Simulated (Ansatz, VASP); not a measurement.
**CO2 in VASP and in Ansatz**

```
C O
1.0
     3.51610    0.00000    0.00000
     0.00000    3.51610    0.00000
     0.00000    0.00000    4.10430
C O
2 4
Direct
  0.00000 0.00000 0.00000
  0.50000 0.50000 0.50000
  0.23291 0.23291 0.00000
  0.26709 0.73291 0.50000
  0.76709 0.76709 0.00000
  0.73291 0.26709 0.50000
```

Alike in both runs: functional PBE; k mesh 5 × 5 × 5; occupations fermi-dirac, width 0.02 eV; no spin polarisation.

Ansatz relaxed the structure, and its values are those at the end. VASP's run is a single point on that final structure, the one shown.

|  | VASP | Ansatz |
| --- | --- | --- |
| version | VASP 6.6.1 | Ansatz 0.2.0 |
| potentials or method | VASP PAW PBE potentials, release 64 (C, O) | plane-wave PAW, scalar-relativistic |
| plane-wave cutoff (eV) | 520 | 420 |
| valence electrons in the cell | 32 | 32 |

```csv
,VASP,Ansatz,Ansatz less VASP
gap on the k mesh at the Fermi level (eV),5.69,5.70,+0.006
rms of the force components (eV/Å),0.324,0.002,-0.3220
```

Ansatz warned: «stress_scf_threshold_loose».

Caveats: the standard files for N, O and F lose accuracy on very short bonds; an odd mesh through Γ misses points on the zone boundary, where band edges often lie.
